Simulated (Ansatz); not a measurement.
Set up this calculation in Ansatz 0.2.0, as the native input.

```yaml
Task: band structure
Functional: PBE
Potentials_or_basis: SPMS NC
Cutoff: "1034 eV (not typed: the program's choice for these potentials)"
k_mesh: 10 × 10 × 5
Occupations: fermi-dirac, width 0.05 eV
Spin: no spin polarisation
Path: "[[\"G\", \"Y\", \"F\", \"L\", \"I\"], [\"I1\", \"Z\", \"F1\"], [\"Y\", \"X1\"], [\"X\", \"G\", \"N\"], [\"M\", \"G\"]]"
Points_for_each_segment_of_the_path: 14
```

CuO (Tenorite):

```
Cu O
1.0
     2.34465   -1.71340    0.00000
     2.34465    1.71340    0.00000
    -0.86055    0.00000    5.05944
Cu O
2 2
Direct
  0.49680 0.00320 0.50000
  0.00320 0.49680 0.00000
  0.40560 0.57140 0.75370
  0.57140 0.40560 0.25370
```

One way to write it, as run:

input.yaml

```yaml
crystal:
  lattice:
    - [2.34465, -1.7134, 0.0]
    - [2.34465, 1.7134, 0.0]
    - [-0.8605543552, 0.0, 5.0594363927]
  atoms:
    - { symbol: Cu, position: [0.4968, 0.0032, 0.5] }
    - { symbol: Cu, position: [0.0032, 0.4968, 0.0] }
    - { symbol: O, position: [0.4056, 0.5714, 0.7537] }
    - { symbol: O, position: [0.5714, 0.4056, 0.2537] }
hamiltonian:
  xc: pbe
  pseudopotentials: { kind: nc, source: spms }
kpoints:
  mp_grid: { grid: [10, 10, 5] }
  band_path:
    path:
      - [[0.0, 0.0, 0.0], [-0.5, -0.5, 0.0], [-0.5249462874, -0.5249462874, 0.3256415493], [-0.5, -0.5, 0.5], [-0.6336780905, -0.3663219095, 0.5]]
      - [[-0.3663219095, 0.3663219095, 0.5], [0.0, 0.0, 0.5], [-0.4750537126, -0.4750537126, 0.6743584507]]
      - [[-0.5, -0.5, 0.0], [-0.6126314136, -0.3873685864, 0.0]]
      - [[-0.3873685864, 0.3873685864, 0.0], [0.0, 0.0, 0.0], [-0.5, 0.0, 0.0]]
      - [[-0.5, 0.0, 0.5], [0.0, 0.0, 0.0]]
    npoints: 14
scf:
  occupations: { method: fermi_dirac, width: 0.05 }
  n_extra_bands: 10
output:
  forces: true
  stress: true
  eigenvalues: true
  fatbands: true
  write_density: true
  write_potential: true
  elf: true
  volumetric_format: npy
```

Potentials or basis: SPMS NC.

Launch:

```sh
$ ansatz run input.yaml --threads 2 --pin off --max-ram 5632MiB --backend cpu --events-out ev --progress --plain --runs-dir out
```

It gave:

```json
{"Pressure": "6.1 GPa", "Largest force": "0.777 eV/Å", "Band gap on the k mesh": "none (metal or under the smearing width)"}
```

Caveat: the pressure holds a Pulay correction of +0.4 GPa for the finite cutoff; the run has no spin polarisation, though such a crystal can be magnetic; semilocal functionals often make such compounds metallic where correlation or magnetic order opens a gap, which also shifts bond lengths.

Wall time 34 s on 2 threads of Intel(R) Xeon(R) 6975P-C (Granite Rapids), with other jobs on the host, peak memory 0.88 GiB.
